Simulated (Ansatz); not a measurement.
The system is Rh.

```
CELL_PARAMETERS angstrom
0.00000 1.89785 1.89785
1.89785 0.00000 1.89785
1.89785 1.89785 0.00000
ATOMIC_POSITIONS crystal
Rh 0.00000 0.00000 0.00000
```

| Item | Value |
| --- | --- |
| Program | Ansatz 0.2.0 |
| Task | relaxation of cell and atoms |
| Functional | RPBE |
| Dispersion | D4 |
| Potentials or basis | all-electron LAPW, scalar-relativistic |
| Basis error allowed | 0.001 eV/atom |
| k mesh | 12 × 12 × 12 |
| Occupations | fermi-dirac, width 0.05 eV |
| Spin | no spin polarisation |

At the start: volume 13.67 Å³/atom.

Q: Where does the relaxation end?

A: Over 5 steps the energy falls by 5.3 meV/atom and the volume is 13.39 Å³/atom (-2.1 %); space group Fm-3m (No. 225, to 0.05 Å).

The path:
```tsv
step	energy change (eV)	largest force (eV/Å)	volume (Å³)
1	0.0000	0.0000	13.67
2	-0.0017	0.0000	13.16
3	-0.0053	0.0000	13.40
4	-0.0053	0.0000	13.39
5	-0.0053	0.0000	13.39
```

Final structure:
```cif
data_structure
_symmetry_space_group_name_H-M 'P 1'
_symmetry_Int_Tables_number 1
_cell_length_a 2.6653
_cell_length_b 2.6653
_cell_length_c 2.6653
_cell_angle_alpha 60.000
_cell_angle_beta 60.000
_cell_angle_gamma 60.000
_cell_volume 13.39
loop_
_atom_site_label
_atom_site_type_symbol
_atom_site_fract_x
_atom_site_fract_y
_atom_site_fract_z
_atom_site_occupancy
Rh1 Rh 0.00000 0.00000 0.00000 1
```
